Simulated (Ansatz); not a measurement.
Runs of Ansatz 0.2.0 on Ga. The structure is tetragonal, space group I4/mmm (No. 139). The conventional cell has a = 2.769 Å, b = 2.769 Å, c = 4.622 Å, α = 90.00°, β = 90.00°, γ = 90.00°. Around Ga (site symmetry 4/mmm) lie 12 Ga at 2.77 to 3.03 Å. This isn't the form of Ga at room conditions, which is orthorhombic.

| task | level | atoms under strain | gap on the mesh (eV) | pressure (GPa) |
| --- | --- | --- | --- | --- |
| elastic constants | PBEsol | relaxed | none | (a) |
| phonons | PBE | - | none | - |
| elastic constants | LDA | clamped | none | -2.0 |
| elastic constants | PBE | relaxed | none | 3.9 |
| phonons | PBEsol | - | none | - |

Alike in all rows: potentials or basis Ansatz PAW; no spin polarisation; cell as given; k mesh 10 × 10 × 10; cutoff (eV) 420; smearing fermi-dirac 0.05 eV.

Q: Estimate the missing entries.

A: (a) 0.1.

Caveats: the elastic tensor has a negative eigenvalue, so either the cell is unstable as it stands or the mesh is too thin (some runs); the PAW data sets come from PBE, with cores solved anew for the run's functional, which leaves a small shift of forces and pressure (some runs); the cell is more than 3 GPa from zero pressure, which shifts response properties (some runs).

A k mesh can miss the band edges, and the runs leave out spin-orbit coupling on Ga.

A gap of «none» marks a metal or a gap under the smearing width.
